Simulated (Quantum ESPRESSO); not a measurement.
Wanted: the native input for a Quantum ESPRESSO 7.5 run.

| Quantity | Value |
| --- | --- |
| Task | band structure |
| Functional | HLE16 |
| Potentials or basis | SG15 PBE 1.2 |
| Cutoff | 1020 eV |
| Density cutoff | 4082 eV |
| k mesh | 12 × 12 × 12 |
| Occupations | fermi-dirac, width 0.05 eV |
| Spin | no spin polarisation |
| Mixing beta | 0.5 |
| Most SCF iterations | 120 |
| SCF threshold | 2e-10 Ry |

W:

```
W
1.0
    -1.58234    1.58234    1.58234
     1.58234   -1.58234    1.58234
     1.58234    1.58234   -1.58234
W
1
Direct
  0.00000 0.00000 0.00000
```

One way to write it, as run:

pw.in

```
&CONTROL
  calculation = 'scf'
  prefix = 'pwscf'
  outdir = './tmp'
  pseudo_dir = './pseudo'
  tprnfor = .true.
  tstress = .true.
  disk_io = 'low'
/
&SYSTEM
  ibrav = 0
  nat = 1
  ntyp = 1
  ecutwfc = 75
  nbnd = 21
  input_dft = 'XC-000I-000I-545L-000I-000I-000I'
  occupations = 'smearing'
  smearing = 'fd'
  degauss = 0.00367493
/
&ELECTRONS
  conv_thr = 2d-10
  electron_maxstep = 120
  mixing_beta = 0.5
/
ATOMIC_SPECIES
W    183.8400 W_ONCV_PBE-1.2.upf
CELL_PARAMETERS angstrom
  -1.5823450000    1.5823450000    1.5823450000
   1.5823450000   -1.5823450000    1.5823450000
   1.5823450000    1.5823450000   -1.5823450000
ATOMIC_POSITIONS angstrom
W      0.0000000000    0.0000000000    0.0000000000
K_POINTS automatic
12 12 12 0 0 0
```

bands.in

```
&CONTROL
  calculation = 'bands'
  prefix = 'pwscf'
  outdir = './tmp'
  pseudo_dir = './pseudo'
  disk_io = 'low'
  verbosity = 'high'
/
&SYSTEM
  ibrav = 0
  nat = 1
  ntyp = 1
  ecutwfc = 75
  nbnd = 21
  input_dft = 'XC-000I-000I-545L-000I-000I-000I'
  occupations = 'smearing'
  smearing = 'fd'
  degauss = 0.00367493
/
&ELECTRONS
  conv_thr = 1d-08
  electron_maxstep = 120
  mixing_beta = 0.5
  diago_full_acc = .true.
  startingwfc = 'random'
/
ATOMIC_SPECIES
W    183.8400 W_ONCV_PBE-1.2.upf
CELL_PARAMETERS angstrom
  -1.5823450000    1.5823450000    1.5823450000
   1.5823450000   -1.5823450000    1.5823450000
   1.5823450000    1.5823450000   -1.5823450000
ATOMIC_POSITIONS angstrom
W      0.0000000000    0.0000000000    0.0000000000
K_POINTS crystal
60
 0.0000000000  0.0000000000  0.0000000000 1
 0.0416666667 -0.0416666667  0.0416666667 1
 0.0833333333 -0.0833333333  0.0833333333 1
 0.1250000000 -0.1250000000  0.1250000000 1
 0.1666666667 -0.1666666667  0.1666666667 1
 0.2083333333 -0.2083333333  0.2083333333 1
 0.2500000000 -0.2500000000  0.2500000000 1
 0.2916666667 -0.2916666667  0.2916666667 1
 0.3333333333 -0.3333333333  0.3333333333 1
 0.3750000000 -0.3750000000  0.3750000000 1
 0.4166666667 -0.4166666667  0.4166666667 1
 0.4583333333 -0.4583333333  0.4583333333 1
 0.5000000000 -0.5000000000  0.5000000000 1
 0.4375000000 -0.4375000000  0.5000000000 1
 0.3750000000 -0.3750000000  0.5000000000 1
 0.3125000000 -0.3125000000  0.5000000000 1
 0.2500000000 -0.2500000000  0.5000000000 1
 0.1875000000 -0.1875000000  0.5000000000 1
 0.1250000000 -0.1250000000  0.5000000000 1
 0.0625000000 -0.0625000000  0.5000000000 1
 0.0000000000  0.0000000000  0.5000000000 1
 0.0000000000  0.0000000000  0.4444444444 1
 0.0000000000  0.0000000000  0.3888888889 1
 0.0000000000  0.0000000000  0.3333333333 1
 0.0000000000  0.0000000000  0.2777777778 1
 0.0000000000  0.0000000000  0.2222222222 1
 0.0000000000  0.0000000000  0.1666666667 1
 0.0000000000  0.0000000000  0.1111111111 1
 0.0000000000  0.0000000000  0.0555555556 1
 0.0000000000  0.0000000000  0.0000000000 1
 0.0227272727  0.0227272727  0.0227272727 1
 0.0454545455  0.0454545455  0.0454545455 1
 0.0681818182  0.0681818182  0.0681818182 1
 0.0909090909  0.0909090909  0.0909090909 1
 0.1136363636  0.1136363636  0.1136363636 1
 0.1363636364  0.1363636364  0.1363636364 1
 0.1590909091  0.1590909091  0.1590909091 1
 0.1818181818  0.1818181818  0.1818181818 1
 0.2045454545  0.2045454545  0.2045454545 1
 0.2272727273  0.2272727273  0.2272727273 1
 0.2500000000  0.2500000000  0.2500000000 1
 0.2708333333  0.1875000000  0.2708333333 1
 0.2916666667  0.1250000000  0.2916666667 1
 0.3125000000  0.0625000000  0.3125000000 1
 0.3333333333  0.0000000000  0.3333333333 1
 0.3541666667 -0.0625000000  0.3541666667 1
 0.3750000000 -0.1250000000  0.3750000000 1
 0.3958333333 -0.1875000000  0.3958333333 1
 0.4166666667 -0.2500000000  0.4166666667 1
 0.4375000000 -0.3125000000  0.4375000000 1
 0.4583333333 -0.3750000000  0.4583333333 1
 0.4791666667 -0.4375000000  0.4791666667 1
 0.5000000000 -0.5000000000  0.5000000000 1
 0.2500000000  0.2500000000  0.2500000000 1
 0.2083333333  0.2083333333  0.2916666667 1
 0.1666666667  0.1666666667  0.3333333333 1
 0.1250000000  0.1250000000  0.3750000000 1
 0.0833333333  0.0833333333  0.4166666667 1
 0.0416666667  0.0416666667  0.4583333333 1
 0.0000000000  0.0000000000  0.5000000000 1
```

Potentials or basis: SG15 PBE 1.2.

Launch:

```console
$ OMP_NUM_THREADS=1 pw.x -in pw.in > pw.out
$ OMP_NUM_THREADS=1 pw.x -in bands.in > bands.out
```

It gave:

```
Pressure               : -44.8 GPa
Band gap on the k mesh : none (metal or under the smearing width)
```

Caveat: the potentials were made for another functional, which shifts forces and pressure; the cell as given lies far from equilibrium; the potentials were made for a functional far from this one; spin-orbit coupling is left out, which moves the levels of the heavy elements.

Run time: 37 s on 1 thread of Arm Neoverse V2, with other jobs on the host, peak memory 0.09 GiB.
